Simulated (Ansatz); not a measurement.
Layered crystal of TaS2, relaxed:

```cif
data_structure
_symmetry_space_group_name_H-M 'P-3m1'
_symmetry_Int_Tables_number 164
_cell_length_a 3.3283
_cell_length_b 3.3283
_cell_length_c 5.7868
_cell_angle_alpha 90.000
_cell_angle_beta 90.000
_cell_angle_gamma 120.000
_cell_volume 55.52
loop_
_atom_site_label
_atom_site_type_symbol
_atom_site_symmetry_multiplicity
_atom_site_Wyckoff_symbol
_atom_site_fract_x
_atom_site_fract_y
_atom_site_fract_z
_atom_site_occupancy
Ta1 Ta 1 a 0.00000 0.00000 0.00000 1
S1 S 2 d 0.33333 0.66667 0.26700 1
```

Method: DFT PBE+D3(BJ), scalar-relativistic, plane waves, PAW in Ansatz. Plane waves to 420 eV, a k mesh through Γ of 15×15×8 on the computed 3-atom cell and Gaussian smearing (0.10 eV); no spin polarisation.

Q: What does it cost to take out one layer and relax it free-standing?

A: 37.1 meV/Å² (119 meV/atom). The layer's area changes by +0.9 %. The layer is isolated along c and computed on a 15×15×1 mesh.

Gaps are read on the k meshes alone.

Spin-orbit coupling is left out, which matters for the bands of heavy elements. Spin polarisation was left out, and a magnetic state may lie lower.